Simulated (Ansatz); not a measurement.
Crystal: NiO.

```
Ni O
1.0
     0.00000    2.24063    2.24063
     2.24063    0.00000    2.24063
     2.24063    2.24063    0.00000
Ni O
1 1
Cartesian
  0.0000 0.0000 0.0000
  3.3609 3.3609 3.3609
```

The cell was built by a generator and needn't be a form met in nature.

```yaml
Program: Ansatz 0.2.0
Task: relaxation of cell and atoms
Functional: PBEsol0
Potentials_or_basis: Ansatz PAW
Cutoff: "420 eV (not typed: the program's choice for these potentials)"
k_mesh: 5 × 5 × 5
Occupations: fermi-dirac, width 0.05 eV
Spin: collinear spin, ferromagnetic start
Starting_moments: "[1.0, 0.0] μB"
```

At the start: volume 11.25 Å³/atom.

Question: Where does the relaxation end?

Answer: It ends after 7 steps and the volume is 10.62 Å³/atom (-5.6 %); space group F-43m (No. 216, to 0.05 Å); moment 2.00 μB per cell.

The path:
| step | energy change (eV) | largest force (eV/Å) | volume (Å³) |
| --- | --- | --- | --- |
| 1 | 0.0000 | 0.0000 | 22.50 |
| 2 | -0.0324 | 0.0000 | 21.85 |
| 3 | -0.0448 | 0.0000 | 21.19 |
| 4 | -0.0447 | 0.0000 | 21.25 |
| 5 | -0.0397 | 0.0000 | 21.25 |
| 6 | -0.0398 | 0.0000 | 21.23 |
| 7 | -0.0398 | 0.0000 | 21.23 |

Final structure:
```xyz
2
Lattice="0.0000 2.1977 2.1977 2.1977 0.0000 2.1977 2.1977 2.1977 0.0000" Properties=species:S:1:pos:R:3 pbc="T T T"
Ni    0.0000    0.0000    0.0000
O     3.2966    3.2966    3.2966
```

Caveat: the k mesh is coarse (spacing up to 0.49 Å⁻¹), so the values aren't converged, least of all with exact exchange; the magnetic or orbital state may not be the lowest; the plane-wave basis is chosen anew once the cell has moved, so the energies of steps on either side of that aren't comparable; the pressure holds a Pulay correction of +0.7 GPa for the finite cutoff; a cell with one magnetic atom can't hold antiferromagnetic order, which such compounds often take; the PAW data sets come from PBE, with cores solved anew for the run's functional, which leaves a small shift of forces and pressure.
